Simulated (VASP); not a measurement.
# MoS2 (P6_3/mmc) in VASP: settings compared

Aim: see how the results for MoS2 move with the level of theory and the settings. Levels: PBE, PBE+D3(BJ). Tasks: relaxation of cell and atoms.

All numbers are computed with VASP 6.6.1; they aren't measurements. Logs are shortened: lines on timing, memory, paths and dates and some standing lists are left out, and cuts for length are marked.

## Step 1: The crystal as given

Symmetry: P6_3/mmc, No. 194, hexagonal system. The conventional cell has a = 3.185 Å, b = 3.185 Å, c = 14.545 Å, α = 90.00°, β = 90.00°, γ = 120.00°. Around Mo (site symmetry -6m2) lie 6 S at 2.41 Å. S (site symmetry 3m) has 3 Mo at 2.41 Å as nearest neighbours.

## Step 2: Relaxation of cell and atoms, PBE

Contents of INCAR:

```
PREC = Accurate ; ENCUT = 600
EDIFF = 1E-7 ; ISMEAR = 0
SIGMA = 0.03 ; LREAL = False
LASPH = True ; NELM = 80
ALGO = Normal ; ISIF = 3
LWAVE = False ; LCHARG = False
GGA = PE ; IBRION = 2
NSW = 90 ; EDIFFG = -0.005
KPAR = 2
```

Contents of KPOINTS:

```
regular mesh
0
Gamma
  12 12 3
```

Contents of POSCAR:

```
MoS2                                    
1.0
    3.1851575891      0.0000000000     -0.0000000000
   -1.5925787946      2.7584273826      0.0000000000
    0.0000000000      0.0000000000     14.5451751347
  Mo              S             
     2     4
Direct
     0.3333333300000021    0.6666666699999979    0.2500000000000000
     0.6666666699999979    0.3333333300000021    0.7500000000000000
     0.3333333300000021    0.6666666699999979    0.6426226701711336
     0.6666666699999979    0.3333333300000021    0.1426226701711336
     0.3333333300000021    0.6666666699999979    0.8573773298288664
     0.6666666699999979    0.3333333300000021    0.3573773298288663
```

Potentials or basis: VASP PAW PBE potentials, release 64 (Mo_sv, S).

Launch:

```sh
$ cat potpaw_PBE.64/Mo_sv/POTCAR potpaw_PBE.64/S/POTCAR > POTCAR
$ mpirun -np 2 vasp_std > vasp.out
```

OUTCAR:

```text
PREC = Accurate
   ENCUT = 600
   EDIFF = 1E-7
   ISMEAR = 0
   LREAL = False
   LASPH = True
   NELM = 80
   ISIF = 3
   GGA = PE
   IBRION = 2
   NSW = 90
   EDIFFG = -0.005

 ion  position               nearest neighbor table
   1  0.333  0.667  0.250-   4 2.41   6 2.41   4 2.41   6 2.41   4 2.41   6 2.41
   2  0.667  0.333  0.750-   3 2.41   5 2.41   3 2.41   5 2.41   3 2.41   5 2.41
   3  0.333  0.667  0.643-   2 2.41   2 2.41   2 2.41
   4  0.667  0.333  0.143-   1 2.41   1 2.41   1 2.41
   5  0.333  0.667  0.857-   2 2.41   2 2.41   2 2.41
   6  0.667  0.333  0.357-   1 2.41   1 2.41   1 2.41

  LATTYP: Found a hexagonal cell.
 ALAT       =     3.1851575891
 C/A-ratio  =     4.5665480366

  Lattice vectors:

 A1 = (   3.1851575891,   0.0000000000,   0.0000000000)
 A2 = (  -1.5925787946,   2.7584273826,   0.0000000000)
 A3 = (   0.0000000000,   0.0000000000,  14.5451751347)

Analysis of symmetry for initial positions (statically):
=====================================================================
 Subroutine PRICEL returns:
 Original cell was already a primitive cell.

 Routine SETGRP: Setting up the symmetry group for a
 hexagonal supercell.

 Subroutine GETGRP returns: Found 24 space group operations
 (whereof 12 operations were pure point group operations)
 out of a pool of 24 trial point group operations.

The static configuration has the point symmetry D_3d.
 The point group associated with its full space group is D_6h.

Analysis of symmetry for dynamics (positions and initial velocities):
=====================================================================
 Subroutine PRICEL returns:
 Original cell was already a primitive cell.

 Routine SETGRP: Setting up the symmetry group for a
 hexagonal supercell.

 Subroutine GETGRP returns: Found 24 space group operations
 (whereof 12 operations were pure point group operations)
 out of a pool of 24 trial point group operations.

The dynamic configuration has the point symmetry D_3d.
 The point group associated with its full space group is D_6h.

 Subroutine INISYM returns: Found 24 space group operations
 (whereof 12 operations are pure point group operations),
 and found     1 'primitive' translations

----------------------------------------------------------------------------------------

                                     Primitive cell

  volume of cell :     127.7943
[... 106 lines left out ...]
   TEBEG  =    0.0;   TEEND  =   0.0 temperature during run
   PSTRESS=    0.0 pullay stress
   NELECT =      52.0000    total number of electrons
   NUPDOWN=      -1.0000    fix difference up-down
   EMIN   =  10.00;   EMAX   =-10.00  energy-range for DOS
   EFERMI =   0.00;   METHOD = LEGACY
   ISMEAR =     0;   SIGMA  =   0.03  broadening in eV -4-tet -1-fermi 0-gaus
   EFERMI_NEDOS =   21; number of points for ismear=-14 and -15
   IALGO  =     38    algorithm
   IMIX   =      4    mixing-type and parameters
     AMIX     =   0.40;   BMIX     =  1.00
     AMIX_MAG =   1.60;   BMIX_MAG =  1.00
  volume/ion in A,a.u.               =      21.30       143.73
  Fermi-wavevector in a.u.,A,eV,Ry     =   1.213125  2.292473 20.023309  1.471672
  Thomas-Fermi vector in A             =   2.348587
   LORBIT       =      0    0 simple, 1 ext, 2 COOP (PROOUT), +10 PAW based schemes
   GGA     = PE    functional components
   LHFCALC =     F    Hartree Fock is set to
   AEXX    =    0.0000 exact exchange contribution
   IVDW    =     0    specifies the selected vdW correction
   LEPSILON=     F    determine dielectric tensor
   LRPA    =     F    only Hartree local field effects (RPA)
 conjugate gradient relaxation of ions
 non-spin polarized calculation
 Gauss-broadening in eV      SIGMA  =   0.03
  energy-cutoff  :      600.00
  volume of cell :      127.79
 maximum number of plane-waves:      4291
 NGX is ok and might be reduce to    28
   NGX = 13   NGY = 13   NGZ = 59

--------------------------------------- Ionic step        1  -------------------------------------------

 number of electron      51.9999997 magnetization

 Free energy of the ion-electron system (eV)
  ---------------------------------------------------
  ext. energy  EPLUGINS =         0.00000000
  ---------------------------------------------------
  free energy    TOTEN  =       -43.71664496 eV

  energy without entropy =      -43.71664496  energy(sigma->0) =      -43.71664496

------------------------ aborting loop because EDIFF is reached ----------------------------------------

  FORCE on cell =-STRESS in cart. coord.  units (eV):
  Direction    XX          YY          ZZ          XY          YZ          ZX
  --------------------------------------------------------------------------------------
  -------------------------------------------------------------------------------------
  Total       -0.0444090     -0.0444090     -0.0108631      0.0000000      0.0000000      0.0000000
  in kB       -0.5567628     -0.5567628     -0.1361924      0.0000000      0.0000000      0.0000000
  external PRESSURE =      -0.4165726 kB  Pullay stress =       0.0000000 kB
[... 147 lines left out ...]
--------------------------------------- Ionic step        5  -------------------------------------------

 number of electron      51.9999997 magnetization

 Free energy of the ion-electron system (eV)
  ---------------------------------------------------
  ext. energy  EPLUGINS =         0.00000000
  ---------------------------------------------------
  free energy    TOTEN  =       -43.71665154 eV

  energy without entropy =      -43.71665154  energy(sigma->0) =      -43.71665154

 E-fermi :   5.2261     XC(G=0):  -9.5675

 val. band max:        5.0094892606   @ k =   0.0000   0.0000   0.0000
 cond. band min:       6.4358385502   @ k =   0.3333   0.3333   0.0000
 fundamental gap:      1.4263492896
 Fermi energy:         5.2261302605

 k-point     1 :       0.0000    0.0000    0.0000
  band No.  band energies     occupation
      1     -56.0950      2.00000
      2     -56.0950      2.00000
      3     -30.2335      2.00000
      4     -30.2335      2.00000
      5     -30.0317      2.00000
      6     -30.0317      2.00000
[... 805 lines left out ...]
     30       7.1788      0.00000
     31       8.1154      0.00000

 [... further k-points ...]

------------------------ aborting loop because EDIFF is reached ----------------------------------------

  FORCE on cell =-STRESS in cart. coord.  units (eV):
  Direction    XX          YY          ZZ          XY          YZ          ZX
  --------------------------------------------------------------------------------------
  -------------------------------------------------------------------------------------
  Total       -0.0234517     -0.0234517      0.0035545      0.0000000      0.0000000      0.0000000
  in kB       -0.2940776     -0.2940776      0.0445722      0.0000000      0.0000000      0.0000000
  external PRESSURE =      -0.1811943 kB  Pullay stress =       0.0000000 kB
[... 21 lines left out ...]
  FREE ENERGIE OF THE ION-ELECTRON SYSTEM (eV)
  ---------------------------------------------------
  free  energy   TOTEN  =       -43.7166515433 eV

  energy  without entropy=      -43.7166515433  energy(sigma->0) =      -43.71665154

 reached required accuracy - stopping structural energy minimisation
```

OSZICAR:

```text
N       E                     dE             d eps       ncg     rms          rms(c)
DAV:   1     0.489737611609E+03    0.48974E+03   -0.31442E+04  2668   0.174E+03
DAV:   2    -0.172534626861E+02   -0.50699E+03   -0.49626E+03  2919   0.406E+02
DAV:   3    -0.460430494386E+02   -0.28790E+02   -0.28594E+02  3081   0.839E+01
[... 44 lines left out ...]
DAV:   4    -0.437166527458E+02    0.96473E-06   -0.35735E-06  2941   0.115E-02    0.310E-03
DAV:   5    -0.437166522499E+02    0.49586E-06   -0.62180E-07  2824   0.469E-03    0.372E-03
DAV:   6    -0.437166516849E+02    0.56505E-06   -0.14865E-07  1974   0.227E-03    0.934E-04
DAV:   7    -0.437166515438E+02    0.14112E-06   -0.40653E-08  1780   0.144E-03    0.522E-04
DAV:   8    -0.437166515433E+02    0.48658E-09   -0.49912E-09  1724   0.542E-04
   5 F= -.43716652E+02 E0= -.43716652E+02  d E =-.658778E-05
```

Wall time 4.3 min (2 MPI ranks of Intel Xeon Platinum 8488C (Sapphire Rapids), shared host); peak memory 0.39 GiB.

Results:

```yaml
Free_energy: -43.7167 eV
Relaxed_volume: 21.29 Å³/atom
Relaxed_cell: a = 3.185 Å, b = 3.185 Å, c = 14.545 Å, α = 90.00°, β = 90.00°, γ = 120.00°
Space_group_after_relaxing_to_0.05_Å: P6_3/mmc (No. 194)
Energy_gained_by_relaxing: 0.0 meV/atom
Ionic_steps: 5
Pressure_after_relaxing: 0.0 GPa
Band_gap_on_the_k_mesh: 1.43 eV, indirect (least direct gap 1.66 eV)
```

Forces on the atoms (eV/Å):
```
Mo   0.000  0.000  0.000
Mo   0.000  0.000  0.000
S    0.000  0.000 -0.003
S    0.000  0.000 -0.003
S    0.000  0.000  0.003
S    0.000  0.000  0.003
```

Final structure:
```
Mo S
1.0
     3.18487    0.00000    0.00000
    -1.59243    2.75818    0.00000
     0.00000    0.00000   14.54485
Mo S
2 4
Direct
  0.33333 0.66667 0.25000
  0.66667 0.33333 0.75000
  0.33333 0.66667 0.64262
  0.66667 0.33333 0.14262
  0.33333 0.66667 0.85738
  0.66667 0.33333 0.35738
```

Levels at points of the mesh, in eV from the valence-band top:
| k point | band 24 | band 25 | band 26 | band 27 | band 28 | band 29 |
| --- | --- | --- | --- | --- | --- | --- |
| (0.00, 0.00, 0.00) | -1.65 | -0.44 | 0.00 | 2.52 | 2.52 | 2.52 |
| (0.50, 0.00, 0.00) | -1.21 | -0.87 | -0.86 | 2.00 | 2.01 | 2.48 |

Caveat: an odd mesh through Γ misses points on the zone boundary, where band edges often lie; this functional lacks dispersion, which binds the layers, so the pressure and a relaxed spacing across them are unreliable. PBE gaps usually lie below the measured ones, often by a third to a half.

[end of part 1 of 2]
